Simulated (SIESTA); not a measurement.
Crystal: PtSe2 (Sudovikovite).

```
Pt Se
1.0
     3.72400    0.00000    0.00000
    -1.86200    3.22508    0.00000
     0.00000    0.00000    5.06200
Pt Se
1 2
Direct
  0.00000 0.00000 0.00000
  0.66667 0.33333 0.75000
  0.33333 0.66667 0.25000
```

Base run:

```yaml
Program: SIESTA 5.4.2
Functional: PBE
Potentials_or_basis: PseudoDojo 0.4 stringent (PBE files)
Basis: DZP (energy shift 0.002 Ry)
Grid_cutoff: 800 Ry
Energy_shift: 0.002 Ry
k_mesh: 8 × 8 × 5
Occupations: fermi-dirac, width 0.05 eV
Spin: no spin polarisation
```

Its results: band gap on the k mesh none (metal or under the smearing width); pressure 9.9 GPa; largest force 1.161 eV/Å.

**Question.** The run is repeated on the same cell with these changes: potentials or basis from PseudoDojo 0.4 stringent (PBE files) to SG15 1.2 (PBE files) or PseudoDojo by element; valence electrons from 66 to 30. What comes out?

**Answer.** Band gap on the k mesh none (metal or under the smearing width); pressure 10.9 GPa; largest force 1.138 eV/Å.

Caveats: semicore shells carry a single zeta, which can move pressures by several GPa and volumes by a few percent; the basis of atomic orbitals isn't converged, which shifts pressures, moduli and gaps; forces of over 1 eV/Å show positions far from the minimum, so gaps and moduli don't describe the material at rest; the valence orbitals were made in a potential fitted to the semicore shell under them, which widens gaps by tenths of an eV or more (some runs).

Not every run made on this cell is shown here.
